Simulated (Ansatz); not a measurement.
**GaP: equation of state with revPBE**

**The experiment to reproduce.**

“Phosphorous dimerization in GaP at high pressure”, 2017, arxiv:1709.06667 reports, for a bulk crystal of GaP: bulk modulus 87.5 ± 0.6 GPa.

GaP:

```
Ga P
1.0
     0.00000    2.72525    2.72525
     2.72525    0.00000    2.72525
     2.72525    2.72525    0.00000
Ga P
1 1
Cartesian
  0.0000 0.0000 0.0000
  4.0879 4.0879 4.0879
```

| Item | Value |
| --- | --- |
| Program | Ansatz 0.2.0 |
| Task | equation of state |
| Functional | revPBE |
| Potentials or basis | Ansatz PAW |
| Cutoff | 420 eV |
| Density cutoff | 1680 eV |
| k mesh | 8 × 8 × 8 |
| Occupations | fermi-dirac, width 0.05 eV |
| Spin | no spin polarisation |

```
Equilibrium volume                      : 21.27 Å³/atom
Bulk modulus                            : 73 GPa
Pressure derivative of the bulk modulus : 4.5
```

Energy against volume, from the lowest point:
```
volume (Å³/atom)  energy (meV/atom)
          19.026              65.61
          19.431              42.31
          19.836              24.65
          20.240              12.07
          20.645               4.07
          21.050               0.18
          21.455               0.00
```

All runs of the series together: 7.7 s on 2 threads of Arm Neoverse V2, on a shared host.

Measured bulk modulus of GaP: 87.5 GPa (“Phosphorous dimerization in GaP at high pressure”, 2017, arxiv:1709.06667). This calculation gives 73 GPa (-16.8 %). The fit is for a static lattice scaled at fixed shape and fixed fractional positions.

Caveat: the potentials were made for another functional, which shifts forces and pressure. revPBE gives volumes clearly too large for solids.
